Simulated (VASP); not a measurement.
# SiGe2 (Fm-3m) in VASP: notebook

One crystal, SiGe2, is run at these levels: PBE; tasks: single point, relaxation of cell and atoms.

All numbers are computed with VASP 6.6.1; they aren't measurements. Logs are shortened: lines on timing, memory, paths and dates and some standing lists are left out, and cuts for length are marked.

**1. Starting point**

It takes space group Fm-3m (No. 225, cubic). Conventional cell: a = 6.221 Å, b = 6.221 Å, c = 6.221 Å, α = 90.00°, β = 90.00°, γ = 90.00°. Around Si (site symmetry m-3m) lie 8 Ge at 2.69 Å. Ge (site symmetry -43m) is surrounded by 4 Si at 2.69 Å.

The cell comes from a database or a generator and needn't be the stable form of this composition.

**2. Single point, PBE**

Contents of INCAR:

```
SYSTEM = SiGe2
PREC     = Accurate       ! precision mode
ENCUT    = 520            ! plane-wave cutoff, eV
EDIFF    = 1E-6           ! SCF threshold, eV
ISMEAR   = 0              ! smearing method
SIGMA    = 0.1            ! smearing width, eV
LREAL    = .False.        ! projectors in reciprocal space
LASPH    = .True.         ! aspherical terms in the spheres
NELM     = 100            ! most SCF steps
ALGO     = Fast           ! electronic algorithm
ISIF     = 2              ! what is computed and relaxed
LWAVE    = .False.        ! write WAVECAR
LCHARG   = .False.        ! write CHGCAR
GGA      = PE             ! functional
NBANDS   = 23             ! bands
```

Contents of KPOINTS:

```
regular mesh
0
Gamma
  12 12 12
  0 0 0
```

Contents of POSCAR:

```
SiGe2
1.0
    0.0000000000      3.1103533917      3.1103533917
    3.1103533917      0.0000000000      3.1103533917
    3.1103533917      3.1103533917      0.0000000000
Si Ge
1 2
Direct
    0.0000000000      0.0000000000      0.0000000000
    0.7500000000      0.7500000000      0.7500000000
    0.2500000000      0.2500000000      0.2500000000
```

Potentials or basis: VASP PAW PBE potentials, release 64 (Si, Ge_d).

Started as:

```bash
> cat potpaw_PBE.64/Si/POTCAR potpaw_PBE.64/Ge_d/POTCAR > POTCAR
> mpirun -np 1 vasp_std > vasp.out
```

OUTCAR:

```text
SYSTEM = SiGe2
   PREC = Accurate
   ENCUT = 520
   EDIFF = 1E-6
   ISMEAR = 0
   LREAL = .False.
   LASPH = .True.
   NELM = 100
   ISIF = 2
   GGA = PE

 ion  position               nearest neighbor table
   1  0.000  0.000  0.000-   2 2.69   2 2.69   2 2.69   3 2.69   3 2.69   3 2.69   3 2.69   2 2.69

   2  0.750  0.750  0.750-   1 2.69   1 2.69   1 2.69   1 2.69
   3  0.250  0.250  0.250-   1 2.69   1 2.69   1 2.69   1 2.69

  LATTYP: Found a face centered cubic cell.
 ALAT       =     6.2207067834

  Lattice vectors:

 A1 = (   0.0000000000,   3.1103533917,   3.1103533917)
 A2 = (   3.1103533917,   0.0000000000,   3.1103533917)
 A3 = (   3.1103533917,   3.1103533917,   0.0000000000)

Analysis of symmetry for initial positions (statically):
=====================================================================
 Subroutine PRICEL returns:
 Original cell was already a primitive cell.

 Routine SETGRP: Setting up the symmetry group for a
 face centered cubic supercell.

 Subroutine GETGRP returns: Found 48 space group operations
 (whereof 48 operations were pure point group operations)
 out of a pool of 48 trial point group operations.

The static configuration has the point symmetry O_h .

Analysis of symmetry for dynamics (positions and initial velocities):
=====================================================================
 Subroutine PRICEL returns:
 Original cell was already a primitive cell.

 Routine SETGRP: Setting up the symmetry group for a
 face centered cubic supercell.

 Subroutine GETGRP returns: Found 48 space group operations
 (whereof 48 operations were pure point group operations)
 out of a pool of 48 trial point group operations.

The dynamic configuration has the point symmetry O_h .

 Subroutine INISYM returns: Found 48 space group operations
 (whereof 48 operations are pure point group operations),
 and found     1 'primitive' translations

----------------------------------------------------------------------------------------

                                     Primitive cell

  volume of cell :      60.1810

  direct lattice vectors                    reciprocal lattice vectors
     0.000000000  3.110353392  3.110353392    -0.160753438  0.160753438  0.160753438
     3.110353392  0.000000000  3.110353392     0.160753438 -0.160753438  0.160753438
     3.110353392  3.110353392  0.000000000     0.160753438  0.160753438 -0.160753438

  length of vectors
     4.398703950  4.398703950  4.398703950     0.278433121  0.278433121  0.278433121

[... 84 lines left out ...]
   EDIFFG = 0.1E-04   stopping-criterion for IOM
   NSW    =      0    number of steps for IOM
   IBRION =     -1    ionic relax: 0-MD 1-quasi-New 2-CG
   NFREE  =      0    steps in history (QN), initial steepest desc. (CG)
   ISIF   =      2    stress and relaxation
   ISYM   =      2    0-nonsym 1-usesym 2-fastsym
   POTIM  = 0.5000    time-step for ionic-motion
   TEBEG  =    0.0;   TEEND  =   0.0 temperature during run
   PSTRESS=    0.0 pullay stress
   NELECT =      32.0000    total number of electrons
   NUPDOWN=      -1.0000    fix difference up-down
   EMIN   =  10.00;   EMAX   =-10.00  energy-range for DOS
   EFERMI =   0.00;   METHOD = LEGACY
   ISMEAR =     0;   SIGMA  =   0.10  broadening in eV -4-tet -1-fermi 0-gaus
   EFERMI_NEDOS =   21; number of points for ismear=-14 and -15
   IALGO  =     68    algorithm
   IMIX   =      4    mixing-type and parameters
     AMIX     =   0.40;   BMIX     =  1.00
     AMIX_MAG =   1.60;   BMIX_MAG =  1.00
  volume/ion in A,a.u.               =      20.06       135.37
  Fermi-wavevector in a.u.,A,eV,Ry     =   1.326290  2.506324 23.933254  1.759045
  Thomas-Fermi vector in A             =   2.455688
   LORBIT       =      0    0 simple, 1 ext, 2 COOP (PROOUT), +10 PAW based schemes
   GGA     = PE    functional components
   LHFCALC =     F    Hartree Fock is set to
   AEXX    =    0.0000 exact exchange contribution
   IVDW    =     0    specifies the selected vdW correction
   LEPSILON=     F    determine dielectric tensor
   LRPA    =     F    only Hartree local field effects (RPA)
 non-spin polarized calculation
 RMM-DIIS sequential band-by-band and
 Gauss-broadening in eV      SIGMA  =   0.10
  energy-cutoff  :      520.00
  volume of cell :       60.18
 maximum number of plane-waves:      1640
 NGX is ok and might be reduce to    36
   NGX = 17   NGY = 17   NGZ = 17

 number of electron      31.9999987 magnetization

 Free energy of the ion-electron system (eV)
  ---------------------------------------------------
  ext. energy  EPLUGINS =         0.00000000
  ---------------------------------------------------
  free energy    TOTEN  =       -13.28954633 eV

  energy without entropy =      -13.28189466  energy(sigma->0) =      -13.28572049

 E-fermi :   6.2012     XC(G=0): -10.4042

 val. band max:        6.1950854478   @ k =   0.4167   0.0833   0.0000
 cond. band min:       6.2069528939   @ k =   0.4167   0.0000   0.0000
 fundamental gap:      0.0118674460
 Fermi energy:         6.2011743471

 k-point     1 :       0.0000    0.0000    0.0000
  band No.  band energies     occupation
      1     -18.5330      2.00000
      2     -18.5330      2.00000
      3     -18.5121      2.00000
      4     -18.5121      2.00000
      5     -18.5121      2.00000
      6     -18.4674      2.00000
[... 613 lines left out ...]
     22      13.5304      0.00000
     23      15.0150      0.00000

 [... further k-points ...]

------------------------ aborting loop because EDIFF is reached ----------------------------------------

  FORCE on cell =-STRESS in cart. coord.  units (eV):
  Direction    XX          YY          ZZ          XY          YZ          ZX
  --------------------------------------------------------------------------------------
  -------------------------------------------------------------------------------------
  Total       -0.0338319     -0.0338319     -0.0338319      0.0000000      0.0000000     -0.0000000
  in kB       -0.9006953     -0.9006953     -0.9006953      0.0000000      0.0000000     -0.0000000
  external PRESSURE =      -0.9006953 kB  Pullay stress =       0.0000000 kB

 VOLUME and BASIS-vectors are now :
 -----------------------------------------------------------------------------
  energy-cutoff  :      520.00
  volume of cell :       60.18
      direct lattice vectors                 reciprocal lattice vectors
     0.000000000  3.110353392  3.110353392    -0.160753438  0.160753438  0.160753438
     3.110353392  0.000000000  3.110353392     0.160753438 -0.160753438  0.160753438
     3.110353392  3.110353392  0.000000000     0.160753438  0.160753438 -0.160753438

 POSITION                                       TOTAL-FORCE (eV/Angst)
 -----------------------------------------------------------------------------------
      0.00000      0.00000      0.00000        -0.000000      0.000000      0.000000
      4.66553      4.66553      4.66553        -0.000000     -0.000000     -0.000000
      1.55518      1.55518      1.55518         0.000000      0.000000      0.000000
 -----------------------------------------------------------------------------------
    total drift:                                0.000000      0.000000      0.000000

  FREE ENERGIE OF THE ION-ELECTRON SYSTEM (eV)
  ---------------------------------------------------
  free  energy   TOTEN  =       -13.2895463270 eV

  energy  without entropy=      -13.2818946576  energy(sigma->0) =      -13.28572049
```

OSZICAR:

```text
N       E                     dE             d eps       ncg     rms          rms(c)
DAV:   1     0.225501945443E+03    0.22550E+03   -0.15774E+04  3834   0.335E+03
DAV:   2     0.210850164191E+02   -0.20442E+03   -0.19493E+03  3347   0.675E+02
DAV:   3    -0.121465517008E+02   -0.33232E+02   -0.32688E+02  4026   0.147E+02
DAV:   4    -0.133512088635E+02   -0.12047E+01   -0.12035E+01  3697   0.315E+01
DAV:   5    -0.133779349007E+02   -0.26726E-01   -0.26725E-01  4104   0.538E+00    0.310E+00
RMM:   6    -0.133086470484E+02    0.69288E-01   -0.57756E-02  4262   0.197E+00    0.181E+00
RMM:   7    -0.132907692676E+02    0.17878E-01   -0.33259E-02  4291   0.111E+00    0.374E-01
RMM:   8    -0.132893384832E+02    0.14308E-02   -0.79746E-03  4319   0.994E-01    0.103E-01
RMM:   9    -0.132895867493E+02   -0.24827E-03   -0.26775E-03  4451   0.558E-01    0.711E-02
RMM:  10    -0.132895260848E+02    0.60665E-04   -0.77688E-04  4601   0.310E-01    0.227E-02
RMM:  11    -0.132895453126E+02   -0.19228E-04   -0.23884E-04  5026   0.135E-01    0.824E-03
RMM:  12    -0.132895461868E+02   -0.87426E-06   -0.20801E-05  4584   0.448E-02    0.438E-03
RMM:  13    -0.132895463270E+02   -0.14022E-06   -0.44461E-06  3433   0.184E-02
   1 F= -.13289546E+02 E0= -.13285720E+02  d E =-.765167E-02
```

Wall time 41 s (1 thread of Intel Xeon 6975P-C (Granite Rapids), shared host); peak memory 0.25 GiB.

What came out:

```
Free energy            : -13.2895 eV
Pressure               : -0.1 GPa
Band gap on the k mesh : none (metal or under the smearing width)
```

Levels at points of the mesh, in eV from the Fermi level:
```csv
k point,band 13,band 14,band 15,band 16,band 17,band 18,band 19,band 20
"(0.00, 0.00, 0.00)",-1.57,-1.57,-1.57,-1.36,-1.04,-1.04,-1.04,4.05
"(0.50, 0.00, 0.00)",-4.39,-2.75,-2.75,-0.66,-0.66,0.02,5.06,5.72
"(0.50, 0.50, 0.00)",-7.06,-4.62,-4.62,-1.20,4.14,4.14,4.88,6.38
```

[end of part 1 of 2]
